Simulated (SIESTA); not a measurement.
# AlPt under changes of volume

One of the cells (14.774 Å³/atom); the others are scaled copies at fixed shape and fractional positions:

```
CELL_PARAMETERS angstrom
3.09155 0.00000 0.00000
0.00000 3.09155 0.00000
0.00000 0.00000 3.09155
ATOMIC_POSITIONS crystal
Pt 0.50000 0.50000 0.50000
Al 0.00000 0.00000 0.00000
```

Measurements of this composition are mostly on another form, of space group No. 198.

```yaml
Program: SIESTA 5.4.2
Functional: LDA
Potentials_or_basis: PseudoDojo 0.4 standard (LDA files)
Basis: DZP (energy shift 0.003 Ry; two zetas on semicore shells)
Grid_cutoff: 800 Ry
Energy_shift: 0.003 Ry
k_mesh: 9 × 9 × 9
Occupations: fermi-dirac, width 0.05 eV
Spin: no spin polarisation
```

```tsv
volume (Å³/atom)	energy over the lowest point (meV/atom)	pressure (GPa)
13.888	0.00	2.3
14.183	?	?
14.478	7.91	-6.3
14.774	22.86	-9.9
15.069	44.06	-13.0
15.365	70.66	-15.8
15.660	102.08	-18.2
```

Task: What does the run at 14.183 Å³/atom give?

Result: Energy over the lowest point 0.03 meV/atom; pressure -2.2 GPa.

Worked out: A Birch-Murnaghan fit of order 3 (a polynomial in V^(-2/3)) to the other rows has its minimum at 14.03 Å³/atom with B0 = V·E''(V) = 218 GPa and B' = 5.0. It gives -0.02 meV/atom at 14.183 Å³/atom, against the run's 0.03, and -dE/dV = -2.2 GPa, against -2.2.

Energies are extrapolated to zero smearing.

Caveats: short orbitals over semicore shells can move pressures by several GPa; the basis of atomic orbitals isn't converged, which shifts pressures, moduli and gaps.
